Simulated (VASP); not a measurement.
A VASP calculation is set up with these files.

### INCAR
```
SYSTEM = AlSb
PREC = Accurate
ENCUT = 400
EDIFF = 1E-6
NELM = 100
ALGO = Normal
LREAL = .FALSE.
LASPH = .TRUE.
ISMEAR = 0
SIGMA = 0.05
GGA = PE
LMAXMIX = 4
LWAVE = .FALSE.
LCHARG = .FALSE.
ISIF = 2
ICHARG = 11
```

**POSCAR**
```
AlSb
1
    0.0000000000     3.0700000000     3.0700000000
    3.0700000000     0.0000000000     3.0700000000
    3.0700000000     3.0700000000     0.0000000000
Al Sb
1 1
Direct
  0.0000000000   0.0000000000   0.0000000000
  0.2500000000   0.2500000000   0.2500000000
```

**KPOINTS**
```
Automatic mesh
0
Gamma
6 6 6
0 0 0
```

POTCAR, in this order: Al Sb (PBE.64 set). Program: vasp_std.

Output

standard output:
```
 POSCAR found type information on POSCAR AlSb
 POSCAR found :  2 types and       2 ions
 Reading from existing POTCAR
 Reading from existing POTCAR
 LDA part: xc-table for (Slater+PW92), standard interpolation
 WARNING: stress and forces are not correct
 POSCAR, INCAR and KPOINTS ok, starting setup
 WAVECAR not read
 WARNING: CHGCAR is incomplete

 -----------------------------------------------------------------------------
|                                                                             |
|     EEEEEEE  RRRRRR   RRRRRR   OOOOOOO  RRRRRR      ###     ###     ###     |
|     E        R     R  R     R  O     O  R     R     ###     ###     ###     |
|     E        R     R  R     R  O     O  R     R     ###     ###     ###     |
|     EEEEE    RRRRRR   RRRRRR   O     O  RRRRRR       #       #       #      |
|     E        R   R    R   R    O     O  R   R                               |
|     E        R    R   R    R   O     O  R    R      ###     ###     ###     |
|     EEEEEEE  R     R  R     R  OOOOOOO  R     R     ###     ###     ###     |
|                                                                             |
|     ICHARG>10                                                               |
|                                                                             |
|       ---->  I REFUSE TO CONTINUE WITH THIS SICK JOB ... BYE!!! <----       |
|                                                                             |
 -----------------------------------------------------------------------------
```

Problem. Read the log: what went wrong, and how is it fixed?

Solution. The cause: ICHARG = 11 asks for a fixed density, but there is no CHGCAR. VASP stops with an error: ERROR: charge density could not be read from file CHGCAR for ICHARG>10 ----> I REFUSE TO CONTINUE WITH THIS SICK JOB ... BYE!!! <---- To mend it, run self-consistently first and keep its CHGCAR, or remove ICHARG. The plain static run on this cell (PBE GGA, plane waves, VASP's PBE PAW potentials (set 64)) converges, and its OSZICAR ends with
```
   1 F= -.81800642E+01 E0= -.81800642E+01  d E =-.827506E-13
```

The compound is AlSb in the zinc blende structure. The cell was not relaxed at this level.
